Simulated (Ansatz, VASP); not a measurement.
# One calculation of SiO2, two programs

```
CELL_PARAMETERS angstrom
-2.37405 2.37405 3.74400
2.37405 -2.37405 3.74400
2.37405 2.37405 -3.74400
ATOMIC_POSITIONS crystal
Si 0.00000 0.00000 0.00000
Si 0.75000 0.25000 0.50000
O 0.99838 0.62500 0.87338
O 0.37500 0.24838 0.37338
O 0.75162 0.12500 0.12662
O 0.87500 0.00162 0.62662
```

Alike in both runs: task electric field gradients; functional PBE; k mesh 7 × 7 × 7; occupations fermi-dirac, width 0.03 eV; no spin polarisation.

```csv
,VASP,Ansatz
version,VASP 6.6.1,Ansatz 0.2.0
potentials or method,"VASP PAW PBE potentials, release 64 (Si, O)","PAW with Ansatz's default frozen-core files, scalar-relativistic"
plane-wave cutoff (eV),520,420
valence electrons in the cell,32,32
```

Ansatz gave:

| Property | Result |
| --- | --- |
| gap on the k mesh at the Fermi level (eV) | 6.04 |
| pressure (GPa) | 3.5 |
| largest component of the traceless stress (GPa) | 1.31 |
| rms of the force components (eV/Å) | 0.062 |
| Vzz of the field gradient on the site that differs most (V/Å²) | 89.2 |

Problem. Which values does VASP return?

Solution. gap on the k mesh at the Fermi level (eV): 6.04; pressure (GPa): 3.7; largest component of the traceless stress (GPa): 1.25; rms of the force components (eV/Å): 0.063; Vzz of the field gradient on the site that differs most (V/Å²): 85.5.

Atom by atom the forces differ by 0.001 eV/Å (rms over components). With one functional, cell and mesh, what is left measures potentials, basis and numerics.

Caveats: an odd mesh through Γ misses points on the zone boundary, where band edges often lie. As with any semilocal functional, this PBE gap is likely too small.
